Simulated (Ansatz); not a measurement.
# H-BN-H chair monolayer in a perpendicular field

Wanted: the out-of-plane response of the H-BN-H chair monolayer. A positive field points along +c.

Method: plane-wave DFT, PBE-D3(BJ), Ansatz PAW, in Ansatz 0.2.0.

## 1. Set-up

The cell holds 4 atoms: 2 H, 1 N and 1 B. Cell: a = 2.557 Å, b = 2.557 Å, c = 36.387 Å, α = 90.0°, β = 90.0°, γ = 120.0°. Vacuum lies along c.

## 2. Relaxing the slab

The starting cell is a guess, so the in-plane lattice and the atoms are relaxed first, with the slab cut off from its images along the normal.

Input file input.yaml:

```yaml
crystal:
  lattice:
    - [2.5575, 0.0, 0.0]
    - [-1.27875, 2.2148599702, 0.0]
    - [0.0, 0.0, 36.3866666671]
  atoms:
    - { symbol: H, position: [0.6666666667, 0.3333333333, 0.4630817149] }
    - { symbol: "N", position: [0.6666666667, 0.3333333333, 0.4911139612] }
    - { symbol: B, position: [0.3333333333, 0.6666666667, 0.5053133016] }
    - { symbol: H, position: [0.3333333333, 0.6666666667, 0.5369182851] }
  periodic: [true, true, false]
kpoints:
  mp_grid: { grid: [12, 12, 1] }
hamiltonian:
  xc: pbe
  dispersion: d3bj
scf:
  occupations: { method: fermi_dirac, width: 0.05 }
  convergence: { dr2_threshold: 1.0e-09 }
relax:
  f_tol: 0.004
  max_steps: 90
  cell: {}
output:
  write_potential: true
  write_density: true
  volumetric_format: npy
```

Run with:

```console
$ ansatz run input.yaml --threads 2 --pin off --max-ram 3072MiB --backend cpu --events-out ev --progress --plain --runs-dir out
```

Numbers of over 12 decimals in the logs are rounded to 6 here.

What it wrote:

```text
Warning: relax.cell: scf.convergence.dr2_threshold = 1e-9 eV is looser than the 2.48522053116e-10 eV advised for a relaxation that steers and ends on the stress (1e-10 eV for each atom of the cell: 4, times the square of relax.cell.stress_2d_tol = 0.05 N/m over 12.7 Å (the atoms' height at the walk's start and 5 Å past either face), 3.941e-2 GPa, over a crystal's default 0.05). What an SCF threshold leaves in a stress goes as its square root, and in the free energy as the threshold itself, and one threshold admits the most on a small cell: [figures from the program's tests cut] Set scf.convergence.dr2_threshold to 2.48522053116e-10 eV or tighter. [rest of the remark cut]
Engine: ansatz 0.2.0, x86_64-unknown-linux-gnu
Pseudopotentials: kind: paw
Pseudopotential: H, paw, valence charge 1, recommended cutoff 420 eV (normal), H.paw.azcp
Pseudopotential: N, paw, valence charge 5, recommended cutoff 420 eV (normal), N.paw.azcp
Pseudopotential: B, paw, valence charge 3, recommended cutoff 420 eV (normal), B.paw.azcp
Functional definition: PBE
  parameter kappa = 0.804
  parameter beta = 0.066725
  exchange = pbe_x(kappa = kappa, mu = beta*pi^2/3)
  correlation = pbe_c(beta = beta)
Crystal: 4 atoms, lattice volume = 206.112 Å³
Basis set: ecut = 420 eV, 4111 PW (Γ), exchange–correlation on 36×36×500 points (8 copies of the dense FFT grid, shifted against one another)
Bands: 9, of which v1, the nominal top of the filled ones, is band 5 counted from 1 (4 counted from 0)
Symmetry: 6 space group operations
Space group: P3m1 (ITA 156), of the structure as read, at distance tolerance 5.9e-5 Å
k-points: 19 of 144 (time reversal used)
Non-local potential: H, projectors of the file, l = 0: 2, l = 1: 1
Non-local potential: N, projectors of the file, l = 0: 2, l = 1: 2, l = 2: 1
Non-local potential: B, projectors of the file, l = 0: 2, l = 1: 2, l = 2: 1
PAW form: soft (Blöchl's): semilocal exchange-correlation on the pseudo side does not see the compensation charge
PAW one-centre angular grid: H, 110 points (default); XC on 64 Gauss nodes
PAW one-centre angular grid: N, 110 points (default); XC on 64 Gauss nodes
PAW one-centre angular grid: B, 110 points (default); XC on 64 Gauss nodes
Initial density: superposition of atomic densities (neutral atoms: chi_scale 0, normalization atom), corrected by the library's trained network
Initial wavefunctions: pseudopotential atomic-orbital guess
Functional: x = pbe(κ = 0.804, μ = 0.219515), c = pbe(β = 0.066725)
SCF iter   1: F=—  HF=-573.982753 eV  |F-HF|=—  |Δ(HF+E_count)|=         —  Δρ=4.28e-3  dr2=2.84e-2  ethr=1.77e-3  ⟨swp⟩=9.5  Hψ=1814  notcnv=0
preconditioner: auto → Resta (q_TF=auto, 1.648 Å⁻¹)  ε∞=1.3  [insulator: Δε(μ)=2.748 eV  Ē_g=14.069 eV  σ=0.050 eV  W_gap=1.00  n_scr=18 (ndim 8)  ℏωp=8.2 eV  f_vac=0.820  D(μ)=0.00/eV (n_scr^D=0)  ε∞_Penn≈1.3  vacuum switching on, ρ_ref=1.4e-2 e/Å³]
SCF iter   2: F=—  HF=-573.980730 eV  |F-HF|=—  |Δ(HF+E_count)|=   2.02e-3  Δρ=1.57e-3  dr2=5.89e-3  ethr=2.84e-4  ⟨swp⟩=2.8  Hψ=489  notcnv=0
SCF iter   3: F=—  HF=-573.980763 eV  |F-HF|=—  |Δ(HF+E_count)|=   3.24e-5  Δρ=9.71e-4  dr2=1.91e-3  ethr=5.89e-5  ⟨swp⟩=3.4  Hψ=386  notcnv=0
SCF iter   4: F=—  HF=-573.980658 eV  |F-HF|=—  |Δ(HF+E_count)|=   1.05e-4  Δρ=1.57e-4  dr2=1.65e-4  ethr=1.91e-5  ⟨swp⟩=2.8  Hψ=351  notcnv=0
SCF iter   5: F=—  HF=-573.980629 eV  |F-HF|=—  |Δ(HF+E_count)|=   2.86e-5  Δρ=6.32e-5  dr2=4.84e-6  ethr=1.65e-6  ⟨swp⟩=2.9  Hψ=351  notcnv=0
SCF iter   6: F=—  HF=-573.980603 eV  |F-HF|=—  |Δ(HF+E_count)|=   2.61e-5  Δρ=1.86e-5  dr2=4.32e-7  ethr=4.84e-8  ⟨swp⟩=2.9  Hψ=321  notcnv=0
SCF iter   7: F=—  HF=-573.980574 eV  |F-HF|=—  |Δ(HF+E_count)|=   2.95e-5  Δρ=3.50e-6  dr2=1.34e-8  ethr=4.32e-9  ⟨swp⟩=2.5  Hψ=283  notcnv=0
SCF iter   8: F=-573.980574 eV  HF=-573.980574 eV  |F-HF|=3.53e-9  |Δ(HF+E_count)|=   2.71e-8  Δρ=5.64e-7  dr2=3.85e-10  ethr=1.00e-11  ⟨swp⟩=9.1  Hψ=1311  notcnv=0
SCF 1 converged in 8 iterations: F = -573.980574 eV  dr2 = 3.85e-10
  greatest PAW one-centre occupation: 0.795 electrons in one spin orbital (limit 2), on the N atom at site 1 (counted from 0), in its partial waves of l = 0
relax step   1: F+E_penalty+E_count = -573.98057358 eV  Δ(F+E_penalty+E_count) = +0.000e0 eV  max|allowed force component| = 1.232e0 eV/Å  Δτ_max = 0.0000 Å  P = +2.316 N/m  Ω = 206.112 Å³  fix = [c, alpha, beta]  reactions: c +0.000 N/m  (8 SCF iters, accepted)
Crystal: 4 atoms, lattice volume = 208.240 Å³
Basis set: ecut = 420 eV, 4147 PW (Γ), exchange–correlation on 36×36×500 points (8 copies of the dense FFT grid, shifted against one another)
Initial density: handed on by an earlier stage of this run
Initial wavefunctions: those handed on with the density
iter 1 solved again at ethr=1.28e-4 eV; its pass at ethr=3.10e-3 eV (dr2=1.28e-2 eV) is discarded
SCF iter   1: F=—  HF=-574.017423 eV  |F-HF|=—  |Δ(HF+E_count)|=         —  Δρ=2.47e-3  dr2=1.19e-2  ethr=1.28e-4  ⟨swp⟩=2.0  Hψ=1744  notcnv=0
preconditioner: auto → Resta (q_TF=auto, 1.645 Å⁻¹)  ε∞=1.4  [insulator: Δε(μ)=2.647 eV  Ē_g=13.637 eV  σ=0.050 eV  W_gap=1.00  n_scr=18 (ndim 8)  ℏωp=8.1 eV  f_vac=0.841  D(μ)=0.00/eV (n_scr^D=0)  ε∞_Penn≈1.4  vacuum switching on, ρ_ref=1.3e-2 e/Å³]
SCF iter   2: F=—  HF=-574.014270 eV  |F-HF|=—  |Δ(HF+E_count)|=   3.15e-3  Δρ=8.31e-4  dr2=1.58e-3  ethr=1.19e-4  ⟨swp⟩=2.7  Hψ=349  notcnv=0
SCF iter   3: F=—  HF=-574.014035 eV  |F-HF|=—  |Δ(HF+E_count)|=   2.35e-4  Δρ=4.29e-4  dr2=4.39e-4  ethr=1.58e-5  ⟨swp⟩=2.9  Hψ=298  notcnv=0
SCF iter   4: F=—  HF=-574.013967 eV  |F-HF|=—  |Δ(HF+E_count)|=   6.74e-5  Δρ=1.24e-4  dr2=2.16e-5  ethr=4.39e-6  ⟨swp⟩=2.6  Hψ=259  notcnv=0
SCF iter   5: F=—  HF=-574.013945 eV  |F-HF|=—  |Δ(HF+E_count)|=   2.22e-5  Δρ=3.63e-5  dr2=1.84e-6  ethr=2.16e-7  ⟨swp⟩=2.6  Hψ=287  notcnv=0
SCF iter   6: F=—  HF=-574.013947 eV  |F-HF|=—  |Δ(HF+E_count)|=   2.05e-6  Δρ=9.56e-6  dr2=1.41e-7  ethr=1.84e-8  ⟨swp⟩=2.5  Hψ=281  notcnv=0
SCF iter   7: F=—  HF=-574.013917 eV  |F-HF|=—  |Δ(HF+E_count)|=   3.03e-5  Δρ=1.26e-6  dr2=1.87e-9  ethr=1.41e-9  ⟨swp⟩=2.8  Hψ=303  notcnv=0
SCF iter   8: F=-574.013917 eV  HF=-574.013917 eV  |F-HF|=8.49e-11  |Δ(HF+E_count)|=   4.23e-9  Δρ=2.42e-7  dr2=7.75e-11  ethr=1.00e-11  ⟨swp⟩=9.9  Hψ=1034  notcnv=0
SCF 2 converged in 8 iterations: F = -574.013917 eV  dr2 = 7.75e-11
  greatest PAW one-centre occupation: 0.794 electrons in one spin orbital (limit 2), on the N atom at site 1 (counted from 0), in its partial waves of l = 0
[...]
preconditioner: auto → Resta (q_TF=auto, 1.643 Å⁻¹)  ε∞=1.4  [insulator: Δε(μ)=2.735 eV  Ē_g=13.636 eV  σ=0.050 eV  W_gap=1.00  n_scr=18 (ndim 8)  ℏωp=8.1 eV  f_vac=0.841  D(μ)=0.00/eV (n_scr^D=0)  ε∞_Penn≈1.4  vacuum switching on, ρ_ref=1.3e-2 e/Å³]
SCF iter   2: F=—  HF=-574.018490 eV  |F-HF|=—  |Δ(HF+E_count)|=   1.05e-3  Δρ=4.49e-4  dr2=5.51e-4  ethr=4.02e-5  ⟨swp⟩=2.8  Hψ=326  notcnv=0
SCF iter   3: F=—  HF=-574.018396 eV  |F-HF|=—  |Δ(HF+E_count)|=   9.49e-5  Δρ=2.26e-4  dr2=1.18e-4  ethr=5.51e-6  ⟨swp⟩=2.8  Hψ=299  notcnv=0
SCF iter   4: F=—  HF=-574.018380 eV  |F-HF|=—  |Δ(HF+E_count)|=   1.55e-5  Δρ=8.00e-5  dr2=8.23e-6  ethr=1.18e-6  ⟨swp⟩=2.8  Hψ=250  notcnv=0
SCF iter   5: F=—  HF=-574.018360 eV  |F-HF|=—  |Δ(HF+E_count)|=   2.02e-5  Δρ=2.35e-5  dr2=7.39e-7  ethr=8.23e-8  ⟨swp⟩=2.7  Hψ=293  notcnv=0
SCF iter   6: F=—  HF=-574.018328 eV  |F-HF|=—  |Δ(HF+E_count)|=   3.17e-5  Δρ=5.94e-6  dr2=4.40e-8  ethr=7.39e-9  ⟨swp⟩=2.6  Hψ=290  notcnv=0
SCF iter   7: F=-574.018328 eV  HF=-574.018328 eV  |F-HF|=1.31e-9  |Δ(HF+E_count)|=   5.43e-8  Δρ=8.11e-7  dr2=7.78e-10  ethr=1.00e-11  ⟨swp⟩=8.9  Hψ=1271  notcnv=0
SCF 3 converged in 7 iterations: F = -574.018328 eV  dr2 = 7.78e-10
  greatest PAW one-centre occupation: 0.793 electrons in one spin orbital (limit 2), on the N atom at site 1 (counted from 0), in its partial waves of l = 0
relax step   3: F+E_penalty+E_count = -574.01832820 eV  Δ(F+E_penalty+E_count) = -4.412e-3 eV  max|allowed force component| = 3.329e-2 eV/Å  Δτ_max = 0.0124 Å  P = +0.131 N/m  Ω = 209.967 Å³  energy of the carried Pulay correction = -2.080e-3 eV  fix = [c, alpha, beta]  reactions: c +0.000 N/m  (7 SCF iters, accepted)
[...]
relax step   4: F+E_penalty+E_count = -574.01826869 eV  Δ(F+E_penalty+E_count) = +5.952e-5 eV  max|allowed force component| = 3.374e-3 eV/Å  Δτ_max = 0.0013 Å  P = +0.011 N/m  Ω = 210.180 Å³  energy of the carried Pulay correction = -2.194e-3 eV  fix = [c, alpha, beta]  reactions: c +0.000 N/m  (6 SCF iters, accepted)
[...]
relax step   5: F+E_penalty+E_count = -574.02063376 eV  Δ(F+E_penalty+E_count) = -2.365e-3 eV  max|allowed force component| = 4.809e-3 eV/Å  Δτ_max = 0.0000 Å  P = +0.080 N/m  Ω = 210.180 Å³  fix = [c, alpha, beta]  reactions: c +0.000 N/m  stress off target by 8.01e-2 N/m on what of the cell is left free  SCF on the basis re-selected at this cell (its energy is not comparable with the rows above)  (7 SCF iters)
[...]
relax step   6: F+E_penalty+E_count = -574.02056358 eV  Δ(F+E_penalty+E_count) = +7.018e-5 eV  max|allowed force component| = 3.553e-3 eV/Å  Δτ_max = 0.0001 Å  P = +0.004 N/m  Ω = 210.331 Å³  energy of the carried Pulay correction = -8.080e-5 eV  fix = [c, alpha, beta]  reactions: c +0.000 N/m  (6 SCF iters, accepted)
iter 1 solved again at ethr=3.21e-7 eV; its pass at ethr=3.10e-3 eV (dr2=3.21e-5 eV) is discarded
SCF iter   1: F=—  HF=-574.020674 eV  |F-HF|=—  |Δ(HF+E_count)|=         —  Δρ=1.52e-6  dr2=8.19e-10  ethr=3.21e-7  ⟨swp⟩=4.4  Hψ=2414  notcnv=0
eigensolver tolerance schedule: the retry pair's looser diagonalisation over-reported the residual by 39241.29 of it (diagonalisation noise at an unbounded share of the residual, at the tolerance the schedule requests for it); recorded, not acted on — ethr = c·dr2/N_el stays at c = 1.0e-1
preconditioner: auto → Resta (q_TF=auto, 1.642 Å⁻¹)  ε∞=1.3  [insulator: Δε(μ)=2.845 eV  Ē_g=13.740 eV  σ=0.050 eV  W_gap=1.00  n_scr=18 (ndim 8)  ℏωp=8.1 eV  f_vac=0.841  D(μ)=0.00/eV (n_scr^D=0)  ε∞_Penn≈1.3  vacuum switching on, ρ_ref=1.4e-2 e/Å³]
SCF iter   2: F=—  HF=-574.020623 eV  |F-HF|=—  |Δ(HF+E_count)|=   5.16e-5  Δρ=7.60e-7  dr2=3.48e-10  ethr=8.19e-12  ⟨swp⟩=17.8  Hψ=1729  notcnv=0
SCF iter   3: F=-574.020623 eV  HF=-574.020623 eV  |F-HF|=1.12e-10  |Δ(HF+E_count)|=  4.55e-10  Δρ=3.59e-7  dr2=6.20e-11  ethr=3.48e-12  ⟨swp⟩=6.2  Hψ=961  notcnv=0
SCF 7 converged in 3 iterations: F = -574.020623 eV  dr2 = 6.20e-11
relax step   7: F+E_penalty+E_count = -574.02062258 eV  Δ(F+E_penalty+E_count) = -5.900e-5 eV  max|allowed force component| = 3.584e-3 eV/Å  Δτ_max = 0.0000 Å  P = +0.005 N/m  Ω = 210.331 Å³  fix = [c, alpha, beta]  reactions: c +0.000 N/m  stress off target by 4.70e-3 N/m on what of the cell is left free  SCF on the basis re-selected at this cell (its energy is not comparable with the rows above)  (3 SCF iters)
basis re-selected at this cell: Δ(F+E_penalty+E_count) = -5.900e-5 eV, ΔP = +0.001 N/m vs the last step (what re-selecting the basis moved, of the pressure what is left beyond the Pulay correction that the steps carried, after the strain that the cell walked since its last selection, with what the two solves' SCF thresholds leave and, on support functions, any second-order correction that the steps lacked; it is no m [...]
WARN: The output density's exchange-correlation potential varies sharply where the density is thin. Do not read a vacuum level from v_tot or v_xc, or from such a field of the output density. On a cell that repeats whose density bears no net charge and no dipole along the vacuum's axis use v_es (v_loc + v_h of the components); under efield.dipole_correction with no amplitude use v_es + v_field, which holds any externa [...]
SCF converged after 3 iterations
Free energy (F): -574.020623 eV
Harris-Foulkes:  -574.020623 eV  (|F-HF|=1.12e-10)
Internal energy: -574.020623 eV  (E = F + TS)
E sigma→0 (E₀):  -574.020623 eV
Fermi energy:    -4.542939 eV
--- Per-component energies (eV) ---
  E_band       = -121.284069
  E_kinetic    = 211.447445
  E_local      = -13136.722335  (includes V_loc(G=0)·N_el)
  E_nonlocal   = 60.328376
  E_hartree    = 6452.911148
  E_xc         = -110.726230
  E_vxc        = -138.371527  (∫ρ·V_xc dr)
  E_paw        = -207.526887  (= ΣΔE_a)
  E_vpaw       = -23.785678  (= ΣTr[D̂ρ^β])
  E_aug_tail   = -0.002594  (compensation charges beyond the density's cutoff)
  E_ewald      = 6156.543297
  E_disp       = -0.272843  (pairwise vdW)
  E_smearing   = -0.000000  (= −TS)
  E_closure    = 0.000000  (closes the sum)
  Σ components = -574.020623   (vs F -574.020623, Δ=0.00e0)
--- Forces (eV/Å), atoms counted from 1 ---
  atom   1  H      0.00000000    -0.00000000    -0.00038828
  atom   2  N      0.00000000    -0.00000000    -0.00193725
  atom   3  B      0.00000000    -0.00000000     0.00358236
  atom   4  H     -0.00000000     0.00000000    -0.00126147
  max |Σ_I F_I| component: 4.64e-6 eV/Å
--- 2D stress c σ (N/m, compression-positive) ---
        0.004698       0.000000      -0.000000
        0.000000       0.004698      -0.000000
       -0.000000      -0.000000       0.000000
  P = ½ c Tr σ = 0.0047 N/m
--- Band table (eV; the first three rows and the last of 19) ---
  k-point 0: bands = ["-23.5164", "-14.2290", "-7.6736", "-5.9792", "-5.9792", "-3.1346 (-3.1346°)", "-2.0714", "-1.5125", "-0.6581"]
  k-point 1: bands = ["-23.3887", "-14.1075", "-7.5863", "-6.5948", "-6.1880", "-2.9637 (-2.9637°)", "-1.8660", "-1.3116", "-0.4595"]
  k-point 2: bands = ["-23.0152", "-13.7588", "-8.1411", "-7.2804", "-6.7045", "-2.4614 (-2.4614°)", "-1.2498", "-0.7097", "0.1349"]
  k-point 18: bands = ["-20.3009", "-12.4851", "-11.8883", "-11.0715", "-6.4096", "2.8900", "3.5105", "4.9921", "6.1689"]
  ° read free of the cell's end (the report's vacuum.weakly_bound_levels)
--- Relaxed structure (5 steps of the walk, 5 accepted, 2 SCFs on fresh bases) ---
  F+E_penalty+E_count = -574.02062258 eV   max|allowed force component| = 3.584e-3 eV/Å   (the final SCF, on the basis selected at the relaxed cell)
  cell:  # Å, volume = 210.3305 Å³
    - [2.583537, 0, 0]
    - [-1.291769, 2.237409, 0]
    - [0, 0, 36.3866666671]
  atoms:
    - { symbol: H, position: [0.666667, 0.333333, 0.462472] }
    - { symbol: N, position: [0.666667, 0.333333, 0.490892] }
    - { symbol: B, position: [0.333333, 0.666667, 0.505075] }
    - { symbol: H, position: [0.333333, 0.666667, 0.537988] }
```

The job ended after 5.8 s (2 threads of AMD EPYC 9R45, shared host; peak memory 0.48 GiB).

Step by step:

```csv
step,energy less that of the first step (eV),largest force component (eV/Å),volume (Å³)
1,0.0000,1.2322,206.11
2,-0.0333,0.3875,208.24
3,-0.0378,0.0333,209.97
4,-0.0377,0.0034,210.18
5*,-0.0401,0.0048,210.18
6,-0.0400,0.0036,210.33
7*,-0.0400,0.0036,210.33
```

Relaxation steps marked * repeat the geometry before them on a plane-wave basis chosen anew for their cell, so energy and pressure can jump there.

The run keeps the 6 symmetry operations that it works with, so distortions that break them were not tested.

```csv
cell as run,before,after,change
a (Å),2.557,2.584,+1.0 %
b (Å),2.557,2.584,+1.0 %
```

The atoms that moved most (Å, along periodic axes as changes of fractional coordinates times the final cell, across vacuum about the mean position):

```csv
atom,dx,dy,dz,length
H4,0.000,0.000,0.039,0.039
H1,0.000,0.000,-0.022,0.022
B3,0.000,0.000,-0.009,0.009
N2,0.000,0.000,-0.008,0.008
```

Final coordinates:

```xyz
4
Lattice="2.5835 0.0000 0.0000 -1.2918 2.2374 0.0000 0.0000 0.0000 36.3867" Properties=species:S:1:pos:R:3
H     1.2918    0.7458   16.8278
N     1.2918    0.7458   17.8619
B     0.0000    1.4916   18.3780
H     0.0000    1.4916   19.5756
```

Numbers from this step:

```
gap on the k-mesh : 2.845 eV
```

The lattice constant a goes from 2.557 to 2.584 Å.

(Part 1 of 2 ends here.)

[Logs are printed without paths, hosts, clocks, repeated set-up lines and the standing remarks that a program may print on its own settings, such as how far it seeks lower states.]

[Hosts, paths, dates, database ids (printed as entryN), source tags and the programs' standing remarks are cut or masked in the printed files.]

[Maps of the electrostatic potential energy from Ansatz leave out the sawtooth potential of an applied field or a dipole correction, so their vacuum need not be flat; planar profiles and work functions include it.]
